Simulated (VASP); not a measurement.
# Sb (Fm-3m) in VASP: a series of runs

Runs on Sb. Level: r2SCAN. Tasks: single point.

All numbers are computed with VASP 6.6.1; they aren't measurements. Logs are shortened: lines on timing, memory, paths and dates and some standing lists are left out, and cuts for length are marked.

### 1 The crystal as given

It takes space group Fm-3m (No. 225, cubic). The conventional cell has a = 4.742 Å, b = 4.742 Å, c = 4.742 Å, α = 90.00°, β = 90.00°, γ = 90.00°. Around Sb (site symmetry m-3m) lie 12 Sb at 3.35 Å.

This isn't the form of Sb at room conditions, which is rhombohedral.

### 2 Single point, r2SCAN

INCAR

```
PREC = Accurate
ENCUT = 350
EDIFF = 1E-6
ISMEAR = 1
SIGMA = 0.1
LREAL = F
LASPH = T
NELM = 100
ALGO = Normal
ISIF = 2
LWAVE = F
LCHARG = F
METAGGA = R2SCAN
LMIXTAU = T
NBANDS = 8
ADDGRID = F
```

KPOINTS

```
Automatic mesh
0
Gamma
  7 7 7
```

POSCAR

```
Sb
1.0
    0.0000000000      2.3712425216      2.3712425216
    2.3712425216      0.0000000000      2.3712425216
    2.3712425216      2.3712425216      0.0000000000
Sb
1
Direct
    0.0000000000      0.0000000000      0.0000000000
```

Potentials or basis: VASP PAW PBE potentials, release 64 (Sb).

Started as:

```sh
cat potpaw_PBE.64/Sb/POTCAR > POTCAR
mpirun -np 1 vasp_std > vasp.out
```

OUTCAR:

```text
PREC = Accurate
   ENCUT = 350
   EDIFF = 1E-6
   ISMEAR = 1
   LREAL = F
   LASPH = T
   NELM = 100
   ISIF = 2
   METAGGA = R2SCAN

 Found     20 irreducible k-points:

 Following reciprocal coordinates:
            Coordinates               Weight
  0.000000  0.000000  0.000000      1.000000
  0.142857  0.000000  0.000000      8.000000
  0.285714  0.000000  0.000000      8.000000
  0.428571  0.000000  0.000000      8.000000
  0.142857  0.142857  0.000000      6.000000
  0.285714  0.142857  0.000000     24.000000
   k-points           NKPTS =     20   k-points in BZ     NKDIM =     20   number of bands    NBANDS=      8
   number of dos      NEDOS =    301   number of ions     NIONS =      1
   total plane-waves  NPLWV =   8000
   dimension x,y,z NGX =    20 NGY =   20 NGZ =   20
   dimension x,y,z NGXF=    40 NGYF=   40 NGZF=   40
   ions per type =               1
   NGX,Y,Z   is equivalent  to a cutoff of   9.91,  9.91,  9.91 a.u.
   NGXF,Y,Z  is equivalent  to a cutoff of  19.83, 19.83, 19.83 a.u.
 SYSTEM =  unknown system
   PREC   = accura    normal or accurate (medium, high low for compatibility)
   ISTART =      0    job   : 0-new  1-cont  2-samecut
   ICHARG =      2    charge: 1-file 2-atom 10-const
   ISPIN  =      1    spin polarized calculation?
   LNONCOLLINEAR =      F non collinear calculations
   LSORBIT =      F    spin-orbit coupling
   LASPH  =      T    aspherical Exc in radial PAW
   ENCUT  =  350.0 eV  25.72 Ry    5.07 a.u.   5.12  5.12  5.12*2*pi/ulx,y,z
   NELM   =    100;   NELMIN=  2; NELMDL= -5     # of ELM steps
   EDIFF  = 0.1E-05   stopping-criterion for ELM
   LREAL  =      F    real-space projection
   EDIFFG = 0.1E-04   stopping-criterion for IOM
   NSW    =      0    number of steps for IOM
   IBRION =     -1    ionic relax: 0-MD 1-quasi-New 2-CG
   NFREE  =      0    steps in history (QN), initial steepest desc. (CG)
   ISIF   =      2    stress and relaxation
   ISYM   =      2    0-nonsym 1-usesym 2-fastsym
   POTIM  = 0.5000    time-step for ionic-motion
   TEBEG  =    0.0;   TEEND  =   0.0 temperature during run
   PSTRESS=    0.0 pullay stress
   NELECT =       5.0000    total number of electrons
   NUPDOWN=      -1.0000    fix difference up-down
   EMIN   =  10.00;   EMAX   =-10.00  energy-range for DOS
   EFERMI =   0.00;   METHOD = LEGACY
   ISMEAR =     1;   SIGMA  =   0.10  broadening in eV -4-tet -1-fermi 0-gaus
   EFERMI_NEDOS =   21; number of points for ismear=-14 and -15
   IALGO  =     38    algorithm
   IMIX   =      4    mixing-type and parameters
     AMIX     =   0.40;   BMIX     =  1.00
     AMIX_MAG =   1.60;   BMIX_MAG =  1.00
  volume/ion in A,a.u.               =      26.67       179.95
  Fermi-wavevector in a.u.,A,eV,Ry     =   0.937013  1.770697 11.945820  0.877993
  Thomas-Fermi vector in A             =   2.064081
   LORBIT       =      0    0 simple, 1 ext, 2 COOP (PROOUT), +10 PAW based schemes
   METAGGA = R2SCAN    functional components
   LHFCALC =     F    Hartree Fock is set to
   AEXX    =    0.0000 exact exchange contribution
   IVDW    =     0    specifies the selected vdW correction
   LEPSILON=     F    determine dielectric tensor
   LRPA    =     F    only Hartree local field effects (RPA)
 non-spin polarized calculation
 Methfessel and Paxton  Order N= 1 SIGMA  =   0.10
  energy-cutoff  :      350.00
  volume of cell :       26.67
 maximum number of plane-waves:       411
   NGX = 11   NGY = 11   NGZ = 11

 number of electron       5.0000000 magnetization

 Free energy of the ion-electron system (eV)
  ---------------------------------------------------
  ext. energy  EPLUGINS =         0.00000000
  ---------------------------------------------------
  free energy    TOTEN  =       -25.20947022 eV

  energy without entropy =      -25.20478614  energy(sigma->0) =      -25.20790886

 E-fermi :   8.3375     XC(G=0): -10.8869

 val. band max:        8.3365279859   @ k =   0.4286   0.2857   0.0000
 cond. band min:       8.3566425159   @ k =   0.2857   0.1429   0.0000
 fundamental gap:      0.0201145301
 Fermi energy:         8.3375369939

 k-point     1 :       0.0000    0.0000    0.0000
  band No.  band energies     occupation
      1      -5.0758      2.00000
      2      14.2986      0.00000
      3      14.2986      0.00000
      4      14.2986      0.00000
      5      19.0348      0.00000
      6      19.0348      0.00000
      7      19.0348      0.00000
      8      19.6158      0.00000

 k-point     2 :       0.1429    0.0000    0.0000
  band No.  band energies     occupation
      1      -4.6438      2.00000
      2      11.1823      0.00000
      3      13.7884      0.00000
      4      13.7884      0.00000
      5      17.8584      0.00000
      6      19.7913      0.00000
      7      19.7913      0.00000
      8      21.8880      0.00000

 k-point     3 :       0.2857    0.0000    0.0000
  band No.  band energies     occupation
      1      -3.3739      2.00000
      2       6.7021      2.00000
      3      12.9894      0.00000
      4      12.9894      0.00000
      5      17.3935      0.00000
      6      19.1966      0.00000
      7      19.1966      0.00000
      8      20.6898      0.00000

 k-point     4 :       0.4286    0.0000    0.0000
  band No.  band energies     occupation
      1      -1.5197      2.00000
      2       3.1139      2.00000
      3      12.5142      0.00000
      4      12.5142      0.00000
      5      17.3865      0.00000
      6      18.2859      0.00000
      7      18.2859      0.00000
      8      19.3131      0.00000

 k-point     5 :       0.1429    0.1429    0.0000
  band No.  band energies     occupation
      1      -4.4993      2.00000
      2      12.3840      0.00000
      3      12.5285      0.00000
      4      12.5285      0.00000
      5      16.4171      0.00000
      6      18.9806      0.00000
      7      21.3115      0.00000
      8      21.3115      0.00000

 k-point     6 :       0.2857    0.1429    0.0000
  band No.  band energies     occupation
      1      -3.5042      2.00000
      2       8.3566      0.68308
      3      11.5545      0.00000
      4      11.9367      0.00000
      5      16.3477      0.00000
      6      18.0646      0.00000
      7      21.3860      0.00000
      8      21.6989      0.00000

 [... further k-points ...]

------------------------ aborting loop because EDIFF is reached ----------------------------------------

  FORCE on cell =-STRESS in cart. coord.  units (eV):
  Direction    XX          YY          ZZ          XY          YZ          ZX
  --------------------------------------------------------------------------------------
  -------------------------------------------------------------------------------------
  Total       -0.0184103     -0.0184103     -0.0184103      0.0000000      0.0000000      0.0000000
  in kB       -1.1061461     -1.1061461     -1.1061461      0.0000000      0.0000000      0.0000000
  external PRESSURE =      -1.1061461 kB  Pullay stress =       0.0000000 kB

 VOLUME and BASIS-vectors are now :
 -----------------------------------------------------------------------------
  energy-cutoff  :      350.00
  volume of cell :       26.67
      direct lattice vectors                 reciprocal lattice vectors
     0.000000000  2.371242522  2.371242522    -0.210859916  0.210859916  0.210859916
     2.371242522  0.000000000  2.371242522     0.210859916 -0.210859916  0.210859916
     2.371242522  2.371242522  0.000000000     0.210859916  0.210859916 -0.210859916

 POSITION                                       TOTAL-FORCE (eV/Angst)
 -----------------------------------------------------------------------------------
      0.00000      0.00000      0.00000         0.000000      0.000000      0.000000
 -----------------------------------------------------------------------------------
    total drift:                               -0.000000      0.000000     -0.000000

  FREE ENERGIE OF THE ION-ELECTRON SYSTEM (eV)
  ---------------------------------------------------
  free  energy   TOTEN  =       -25.2094702189 eV

  energy  without entropy=      -25.2047861368  energy(sigma->0) =      -25.20790886
```

Wall time 7.5 s (1 thread of Intel Xeon 6975P-C (Granite Rapids), shared host); peak memory 0.12 GiB.

The run converged, but some of its settings lie outside the range that counts as converged, so its numbers aren't taken as properties of the crystal.

What came out:

| Property | Result |
| --- | --- |
| Free energy | -25.2095 eV |
| Pressure | -0.1 GPa |
| Band gap on the k mesh | none (metal or under the smearing width) |

Caveat: the PAW data sets were made with another functional, which shifts forces and pressure a little.

### 3 Single point, r2SCAN

Edit INCAR of step 2 so:

```diff
@@ -1,3 +1,3 @@
 PREC = Accurate
-ENCUT = 350
+ENCUT = 550
 EDIFF = 1E-6
```

KPOINTS

```
Automatic mesh
0
Gamma
  6 6 6
```

POSCAR is that of step 2.

Potentials or basis: VASP PAW PBE potentials, release 64 (Sb).

Started as:

```sh
cat potpaw_PBE.64/Sb/POTCAR > POTCAR
mpirun -np 1 vasp_std > vasp.out
```

Run time: 12 s. Hardware: 1 thread of Intel Xeon 6975P-C (Granite Rapids), shared host; peak memory 0.16 GiB.

These settings aren't checked as converged: the numbers below hold their error.

What came out:

| Quantity | Value |
| --- | --- |
| Free energy | -25.2568 eV |
| Pressure | 1.0 GPa |
| Band gap on the k mesh | none (metal or under the smearing width) |

Caveat: the k mesh is coarse (spacing up to 0.38 Å⁻¹), so the values aren't converged; the PAW data sets were made with another functional, which shifts forces and pressure a little.

### 4 Single point, r2SCAN

Edit INCAR of step 3 so:

```diff
@@ -1,3 +1,3 @@
 PREC = Accurate
-ENCUT = 550
+ENCUT = 250
 EDIFF = 1E-6
```

KPOINTS

```
Automatic mesh
0
Gamma
  9 9 9
```

POSCAR is that of step 3.

Started as:

```sh
cat potpaw_PBE.64/Sb/POTCAR > POTCAR
mpirun -np 1 vasp_std > vasp.out
```

It took 8.4 s on 1 thread of Intel Xeon 6975P-C (Granite Rapids), shared host; peak memory 0.11 GiB.

These settings aren't checked as converged: the numbers below hold their error.

Results:

```yaml
Free_energy: -25.2154 eV
Pressure: 1.3 GPa
Band_gap_on_the_k_mesh: none (metal or under the smearing width)
```

Caveat: the PAW data sets were made with another functional, which shifts forces and pressure a little.

### 5 Single point, r2SCAN

Edit INCAR of step 4 so:

```diff
@@ -1,3 +1,3 @@
 PREC = Accurate
-ENCUT = 250
+ENCUT = 450
 EDIFF = 1E-6
```

KPOINTS

```
Automatic mesh
0
Gamma
  7 7 7
```

POSCAR is that of step 4.

Started as:

```sh
cat potpaw_PBE.64/Sb/POTCAR > POTCAR
mpirun -np 1 vasp_std > vasp.out
```

It took 7.5 s on 1 thread of Intel Xeon 6975P-C (Granite Rapids), shared host; peak memory 0.14 GiB.

These settings aren't checked as converged: the numbers below hold their error.

What came out:

```
Free energy            : -25.2105 eV
Pressure               : -0.1 GPa
Band gap on the k mesh : none (metal or under the smearing width)
```

Caveat: the PAW data sets were made with another functional, which shifts forces and pressure a little.
